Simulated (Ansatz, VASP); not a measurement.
**Two plane-wave programs on AlH5**

```
CELL_PARAMETERS angstrom
3.45151 0.00000 0.00000
0.00000 3.45151 0.00000
0.00000 0.00000 3.45151
ATOMIC_POSITIONS crystal
Al 0.00000 0.00000 0.00000
H 0.28235 0.28235 0.28235
H 0.71765 0.71765 0.28235
H 0.71765 0.28235 0.71765
H 0.28235 0.71765 0.71765
H 0.50000 0.50000 0.50000
```

Alike in both runs: functional PBE; k mesh 6 × 6 × 6; occupations gaussian, width 0.1 eV; no spin polarisation.

Ansatz relaxed the structure, and its values are those at the end. VASP's run is a single point on that final structure, the one shown.

|  | VASP | Ansatz |
| --- | --- | --- |
| version | VASP 6.6.1 | Ansatz 0.2.0 |
| potentials or method | VASP PAW PBE potentials, release 64 (Al, H) | scalar-relativistic, plane waves, PAW |
| plane-wave cutoff (eV) | 520 | 420 |
| valence electrons in the cell | 8 | 8 |

Ansatz gave:

* gap on the k mesh at the Fermi level (eV): none
* pressure (GPa): -0.2
* rms of the force components (eV/Å): 0.009

Q: What did VASP give for the same quantities?

A: gap on the k mesh at the Fermi level (eV): none; pressure (GPa): -0.5; rms of the force components (eV/Å): 0.013.

A gap of «none» marks a metal or a gap that the smearing closes.
